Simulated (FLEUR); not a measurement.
# PtSe2 (Sudovikovite) (P-3m1) in FLEUR: further runs

The runs below take PtSe2 (Sudovikovite) through band structure, equation of state, with Wu-Cohen GGA, LDA (von Barth-Hedin).

Everything below comes from runs of FLEUR MaX-R8.1 (later development tree). Logs are shortened: lines on timing, memory, paths and dates and some standing lists are left out, and cuts for length are marked.

## 1. The structure

The structure is trigonal, space group P-3m1 (No. 164). The conventional cell has a = 3.724 Å, b = 3.724 Å, c = 5.062 Å, α = 90.00°, β = 90.00°, γ = 120.00°. Pt (site symmetry -3m) is surrounded by 6 Se at 2.49 Å. Around Se (site symmetry 3m) lie 3 Pt at 2.49 Å.

## 2. Band structure, Wu-Cohen GGA, spin-orbit coupling, no magnetisation

File inp.xml:

```xml
<?xml version="1.0" encoding="UTF-8" standalone="no"?>
<fleurInput fleurInputVersion="0.39">
   <comment>
      PtSe2                                                                                               
   </comment>
   <calculationSetup>
      <cutoffs Kmax="4.37" Gmax="13.5" GmaxXC="13.5" numbands="150"/>
      <scfLoop itmax="60" minDistance="0.00001" maxIterBroyd="15" imix="Anderson" alpha="0.05" precondParam="0.0" spinf="2.0" sdNocoIR="T"/>
      <coreElectrons ctail="T" frcor="F" kcrel="0" coretail_lmax="0"/>
      <xcFunctional name="wc" relativisticCorrections="F"/>
      <magnetism jspins="1"/>
      <soc l_soc="T" theta="0.0" phi="0.0" spav="F"/>
      <expertModes spex="0" secvar="F"/>
      <geometryOptimization l_f="F" forcealpha="1.0" forcemix="BFGS" epsdisp="0.00001" epsforce="0.00001"/>
      <ldaU l_linMix="F" mixParam="0.05" spinf="1.0"/>
   </calculationSetup>
   <cell>
      <bzIntegration valenceElectrons="50.0" mode="hist" fermiSmearingEnergy="0.00183747">
         <kPointListSelection listName="default-1"/>
         <!-- k-points included here -->
         <xi:include xmlns:xi="http://www.w3.org/2001/XInclude" href="kpts.xml"> </xi:include>
      </bzIntegration>
      <!-- symmetry operations included here -->
      <xi:include xmlns:xi="http://www.w3.org/2001/XInclude" href="sym.xml"> </xi:include>
      <bulkLattice scale="1.0">
         <bravaisMatrix>
[... 32 lines left out ...]
         </electronConfig>
         <energyParameters s="4" p="4" d="4" f="4"/>
         <lo type="SCLO" l="2" n="3" eDeriv="0"/>
         <lo type="SCLO" l="0" n="4" eDeriv="2"/>
         <lo type="SCLO" l="1" n="4" eDeriv="2"/>
         <lo type="SCLO" l="3" n="4" eDeriv="2"/>
      </species>
   </atomSpecies>
   <atomGroups>
      <atomGroup species="Platinum (Pt)">
         <relPos label="                   1">.0000000000 .0000000000 .0000000000</relPos>
         <force calculate="T" relaxXYZ="TTT"/>
      </atomGroup>
      <atomGroup species="Selenium (Se)">
         <relPos label="                   2">-1.000/3.000 1.000/3.000 -1.000/4.000</relPos>
         <relPos label="                   3">1.000/3.000 -1.000/3.000 1.000/4.000</relPos>
         <force calculate="T" relaxXYZ="TTT"/>
      </atomGroup>
   </atomGroups>
   <output dos="F" band="F" slice="F">
      <checks vchk="F" cdinf="F"/>
      <bandDOS minEnergy="-.5*Htr" maxEnergy="0.5*Htr" sigma="0.015" storeEVData="T"/>
      <vacuumDOS vacdos="F" integ="F" star="F" nstars="0" locx1="0.0" locy1="0.0" locx2="0.0" locy2="0.0" nstm="0" tworkf="0.0"/>
      <unfoldingBand unfoldBand="F" supercellX="1" supercellY="1" supercellZ="1"/>
      <plotting iplot="0" polar="F">
         <plot TwoD="T" vec1="  1.0  0.0  0.0" vec2="  0.0  1.0  0.0" vec3="  0.0  0.0  1.0" zero="  0.0  0.0  0.0" file="plot"/>
      </plotting>
      <chargeDensitySlicing numkpt="0" minEigenval="0.0" maxEigenval="0.0" nnne="0" pallst="F"/>
      <specialOutput eonly="F"/>
      <moessbauerParams electricFieldGradient="T" isomerShift="T" coreHyperfine="T" valenceHyperfine="T"/>
      <magneticCircularDichroism mcd="F" energyLo="-10.0" energyUp="0.0"/>
   </output>
  <!-- We include the file relax.xml here to enable relaxations (see documentation) -->
  <xi:include xmlns:xi="http://www.w3.org/2001/XInclude" href="relax.xml"> <xi:fallback/> </xi:include>
</fleurInput>
```

File crystal.txt:

```
PtSe2
&input cartesian=F /
3.7240000000  0.0000000000  0.0000000000
-1.8620000000  3.2250786037  0.0000000000
0.0000000000  0.0000000000  5.0620000000
1.8897261246
1.0 1.0 1.0

3
78 0.0000000000  0.0000000000  0.0000000000
34 0.6666666667  0.3333333333  0.7500000000
34 0.3333333333  0.6666666667  0.2500000000

&soc 0.0 0.0 /
&kpt div1=6 div2=6 div3=4 gamma=T /
```

File inp.xml (bands):

```
<?xml version="1.0" encoding="UTF-8" standalone="no"?>
<fleurInput fleurInputVersion="0.39">
   <comment>
      PtSe2                                                                                               
   </comment>
   <calculationSetup>
      <cutoffs Kmax="4.37" Gmax="13.5" GmaxXC="13.5" numbands="150"/>
      <scfLoop itmax="60" minDistance="0.00001" maxIterBroyd="15" imix="Anderson" alpha="0.05" precondParam="0.0" spinf="2.0" sdNocoIR="T"/>
      <coreElectrons ctail="T" frcor="F" kcrel="0" coretail_lmax="0"/>
      <xcFunctional name="wc" relativisticCorrections="F"/>
      <magnetism jspins="1"/>
      <soc l_soc="T" theta="0.0" phi="0.0" spav="F"/>
      <expertModes spex="0" secvar="F"/>
      <geometryOptimization l_f="F" forcealpha="1.0" forcemix="BFGS" epsdisp="0.00001" epsforce="0.00001"/>
      <ldaU l_linMix="F" mixParam="0.05" spinf="1.0"/>
   </calculationSetup>
   <cell>
      <bzIntegration valenceElectrons="50.0" mode="hist" fermiSmearingEnergy="0.00183747">
         <kPointListSelection listName="path-1"/>
         <!-- k-points included here -->
         <xi:include xmlns:xi="http://www.w3.org/2001/XInclude" href="kpts.xml"> </xi:include>
      </bzIntegration>
      <!-- symmetry operations included here -->
      <xi:include xmlns:xi="http://www.w3.org/2001/XInclude" href="sym.xml"> </xi:include>
      <bulkLattice scale="1.0">
[... 33 lines left out ...]
         </electronConfig>
         <energyParameters s="4" p="4" d="4" f="4"/>
         <lo type="SCLO" l="2" n="3" eDeriv="0"/>
         <lo type="SCLO" l="0" n="4" eDeriv="2"/>
         <lo type="SCLO" l="1" n="4" eDeriv="2"/>
         <lo type="SCLO" l="3" n="4" eDeriv="2"/>
      </species>
   </atomSpecies>
   <atomGroups>
      <atomGroup species="Platinum (Pt)">
         <relPos label="                   1">.0000000000 .0000000000 .0000000000</relPos>
         <force calculate="T" relaxXYZ="TTT"/>
      </atomGroup>
      <atomGroup species="Selenium (Se)">
         <relPos label="                   2">-1.000/3.000 1.000/3.000 -1.000/4.000</relPos>
         <relPos label="                   3">1.000/3.000 -1.000/3.000 1.000/4.000</relPos>
         <force calculate="T" relaxXYZ="TTT"/>
      </atomGroup>
   </atomGroups>
   <output dos="F" band="T" slice="F">
      <checks vchk="F" cdinf="F"/>
      <bandDOS minEnergy="-.5*Htr" maxEnergy="0.5*Htr" sigma="0.015" storeEVData="T"/>
      <vacuumDOS vacdos="F" integ="F" star="F" nstars="0" locx1="0.0" locy1="0.0" locx2="0.0" locy2="0.0" nstm="0" tworkf="0.0"/>
      <unfoldingBand unfoldBand="F" supercellX="1" supercellY="1" supercellZ="1"/>
      <plotting iplot="0" polar="F">
         <plot TwoD="T" vec1="  1.0  0.0  0.0" vec2="  0.0  1.0  0.0" vec3="  0.0  0.0  1.0" zero="  0.0  0.0  0.0" file="plot"/>
      </plotting>
      <chargeDensitySlicing numkpt="0" minEigenval="0.0" maxEigenval="0.0" nnne="0" pallst="F"/>
      <specialOutput eonly="F"/>
      <moessbauerParams electricFieldGradient="T" isomerShift="T" coreHyperfine="T" valenceHyperfine="T"/>
      <magneticCircularDichroism mcd="F" energyLo="-10.0" energyUp="0.0"/>
   </output>
  <!-- We include the file relax.xml here to enable relaxations (see documentation) -->
  <xi:include xmlns:xi="http://www.w3.org/2001/XInclude" href="relax.xml"> <xi:fallback/> </xi:include>
</fleurInput>
```

Potentials or basis: all-electron, FLAPW.

Started as:

```bash
inpgen -f crystal.txt -profile fastHighL
# inp.xml edited to the form shown
fleur_MPI
fleur_MPI   # second run, on inp.xml (bands)
```

Standard output:

```text
Welcome to FLEUR        (www.flapw.de)
      MaX-Release 8.1          (www.max-centre.eu)

 ========== k-point set info ==========
 Selected k-point list: default-1
 k-point list type: mesh
 6 x 6 x 4
 Number of k points: 30

 ------------Calculation Setup---------------------------
 Number of MPI-tasks      :            1
 Number of PE/node        :            1
 Number of OMP-threads    :            1
 Most efficient MPI parallelization for:
           1           2           3           5           6          10          15          30
 Additional eigenvalue parallelization possible
 Number of basis functions:          696
 Approximate size of matrices (H+S) per k-point:         0.007 GB
 --------------------------------------------------------
 Iteration:     1   Distance:      14.86171160 me/bohr^3
 Iteration:     2   Distance:      12.47695115 me/bohr^3
 Iteration:     3   Distance:       6.20574070 me/bohr^3
 Iteration:     4   Distance:       3.25126810 me/bohr^3
 Iteration:     5   Distance:       1.63992831 me/bohr^3
 Iteration:     6   Distance:       0.48066491 me/bohr^3
 Iteration:     7   Distance:       0.39470092 me/bohr^3
 Iteration:     8   Distance:       0.08026556 me/bohr^3
 Iteration:     9   Distance:       0.01708966 me/bohr^3
 Iteration:    10   Distance:       0.01313875 me/bohr^3
 Iteration:    11   Distance:       0.00183858 me/bohr^3
 Iteration:    12   Distance:       0.00146441 me/bohr^3
 Iteration:    13   Distance:       0.00019590 me/bohr^3
 Iteration:    14   Distance:       0.00007340 me/bohr^3
 Iteration:    15   Distance:       0.00011256 me/bohr^3
 Iteration:    16   Distance:       0.00008864 me/bohr^3
 Iteration:    17   Distance:       0.00004513 me/bohr^3
 Iteration:    18   Distance:       0.00001872 me/bohr^3
 Iteration:    19   Distance:       0.00000328 me/bohr^3

 ********************************************************************
 Run finished successfully
 Stop message:
   all done
 ********************************************************************
```

Wall time 5.3 min (1 thread of Intel Xeon Platinum 8488C (Sapphire Rapids), shared host); peak memory 0.18 GiB.

Results:

```
Free energy                                           : -634163.9393 eV
Band gap along the path                               : none (metal or under the smearing width)
Valence electrons inside the program's atomic spheres : Pt 16.47; Se 12.85 (radii Pt 2.46, Se 1.9 bohr)
```

Levels at the corners of the path, in eV from the Fermi level:
```
point  band 47  band 48  band 49  band 50  band 51  band 52  band 53  band 54
    Γ    -0.85    -0.85     0.42     0.42     1.39     1.39     1.50     1.50
    M    -3.29    -3.29    -2.80    -2.80     0.65     0.65     2.33     2.33
    K    -1.97    -1.97    -1.74    -1.74    -0.07    -0.07     0.07     0.07
    Γ    -0.85    -0.85     0.42     0.42     1.39     1.39     1.50     1.50
    A    -1.71    -1.71    -1.31    -1.31     2.26     2.26     2.32     2.32
    L    -2.92    -2.92    -1.36    -1.36     0.97     0.97     1.50     1.50
    H    -2.57    -2.57    -2.34    -2.34     1.94     1.94     2.03     2.03
    A    -1.71    -1.71    -1.31    -1.31     2.26     2.26     2.32     2.32
    L    -2.92    -2.92    -1.36    -1.36     0.97     0.97     1.50     1.50
    M    -3.29    -3.29    -2.80    -2.80     0.65     0.65     2.33     2.33
    K    -1.97    -1.97    -1.74    -1.74    -0.07    -0.07     0.07     0.07
    H    -2.57    -2.57    -2.34    -2.34     1.94     1.94     2.03     2.03
```

Core levels (eV from the Fermi level):
| atom | levels |
| --- | --- |
| 1 Pt | 1s1/2 -78307.1, 2s1/2 -13744.3, 2p1/2 -13172.8, 2p3/2 -11443.4, 3s1/2 -3226.7, 3p1/2 -2970.3, 3p3/2 -2590.2, 4s1/2 -691.9, 3d3/2 -2163.4, 3d5/2 -2081.4, 4p1/2 -583.1, 4p3/2 -492.6, 4d3/2 -314.5, 4d5/2 -297.7, 4f5/2 -70.2, 4f7/2 -66.7 |
| 2 Se | 1s1/2 -12493.5, 2s1/2 -1601.2, 2p1/2 -1436.5, 2p3/2 -1394.7, 3s1/2 -208.5, 3p1/2 -152.1, 3p3/2 -146.3 |
| 3 Se | 1s1/2 -12493.5, 2s1/2 -1601.2, 2p1/2 -1436.5, 2p3/2 -1394.7, 3s1/2 -208.5, 3p1/2 -152.1, 3p3/2 -146.3 |

Caveat: spin-orbit coupling is added in second variation on a limited number of bands.

(Part 1 of 2 ends here.)
